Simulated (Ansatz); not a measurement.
# Ge: the cost of one run

Method: DFT PBE, scalar-relativistic, plane waves, PAW, in Ansatz 0.2.0.

2 further runs of the same task are left out: 2 set aside as unsound or not needed.

## 1. The starting structure

The structure is hexagonal, space group P6_3/mmc (No. 194). Conventional cell: a = 4.058 Å, b = 4.058 Å, c = 6.693 Å, α = 90.00°, β = 90.00°, γ = 120.00°. Around Ge (site symmetry 3m) lie 4 Ge at 2.49 to 2.51 Å.

Structure file:

```
CELL_PARAMETERS angstrom
4.05816 0.00000 0.00000
-2.02908 3.51447 0.00000
0.00000 0.00000 6.69253
ATOMIC_POSITIONS crystal
Ge 0.66667 0.33333 0.06279
Ge 0.33333 0.66667 0.56279
Ge 0.66667 0.33333 0.43721
Ge 0.33333 0.66667 0.93721
```

It goes back to an entry of the Materials Project, which need not be the stable form.

This cell was relaxed beforehand with the same method: volume 23.86 Å³/atom, gap on the mesh none (metal).

## 2. Bulk reference on the slab's mesh

input.yaml reads:

```yaml
crystal:
  lattice:
    - [4.0581567082, 0.0, 0.0]
    - [-2.0290783541, 7.5591937725, 0.0]
    - [2.0290783541, 1.6339674935, 3.1115313161]
  atoms:
    - { symbol: Ge, position: [0.603875486, 0.9372088193, 0.7294578474] }
    - { symbol: Ge, position: [0.7705421526, 0.4372088193, 0.896124514] }
    - { symbol: Ge, position: [0.2294578474, 0.5627911807, 0.103875486] }
    - { symbol: Ge, position: [0.396124514, 0.0627911807, 0.2705421526] }
basis:
  ecutwfc: 420
kpoints:
  mp_grid: { grid: [9, 5, 11] }
hamiltonian:
  xc: pbe
scf:
  occupations: { method: gaussian, width: 0.1 }
output:
  forces: true
  stress: true
  eigenvalues: true
```

The run is started by

```console
ansatz run input.yaml --threads 1 --pin off --max-ram 2560MiB --backend cpu --events-out ev --progress --plain --runs-dir out
```

What time and memory should one allow on 1 thread of Intel Xeon Platinum 8488C (Sapphire Rapids), shared host?

About 21 s, with a peak of 0.82 GiB.
